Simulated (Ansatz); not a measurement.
The system is Tc.

```
Tc
1.0
     0.00000    1.95000    1.95000
     1.95000    0.00000    1.95000
     1.95000    1.95000    0.00000
Tc
1
Direct
  0.00000 0.00000 0.00000
```

This isn't the form of Tc at room conditions, which is hcp.

- Program: Ansatz 0.2.0
- Task: relaxation of cell and atoms
- Functional: PBE
- Dispersion: D4
- Potentials or basis: Ansatz PAW earlier set
- Cutoff: 500 eV (not typed: the program's choice for these potentials)
- k mesh: 12 × 12 × 12
- Occupations: fermi-dirac, width 0.05 eV
- Spin: no spin polarisation

At the start: volume 14.83 Å³/atom.

Question: Where does the relaxation end?

Answer: It ends after 5 steps and the volume is 14.21 Å³/atom (-4.2 %); space group Fm-3m (No. 225, to 0.05 Å).

Step by step:
```
step  energy change (eV)  largest force (eV/Å)  volume (Å³)
   1              0.0000                0.0000        14.83
   2             -0.0241                0.0000        14.28
   3             -0.0245                0.0000        14.20
   4             -0.0245                0.0000        14.21
   5             -0.0245                0.0000        14.21
```

Final structure:
```cif
data_structure
_symmetry_space_group_name_H-M 'P 1'
_symmetry_Int_Tables_number 1
_cell_length_a 2.7188
_cell_length_b 2.7188
_cell_length_c 2.7188
_cell_angle_alpha 60.000
_cell_angle_beta 60.000
_cell_angle_gamma 60.000
_cell_volume 14.21
loop_
_atom_site_label
_atom_site_type_symbol
_atom_site_fract_x
_atom_site_fract_y
_atom_site_fract_z
_atom_site_occupancy
Tc1 Tc 0.00000 0.00000 0.00000 1
```

Caveat: the plane-wave basis is chosen anew once the cell has moved, so the energies of steps on either side of that aren't comparable; pairwise dispersion overbinds metals, which lowers pressure and volume.
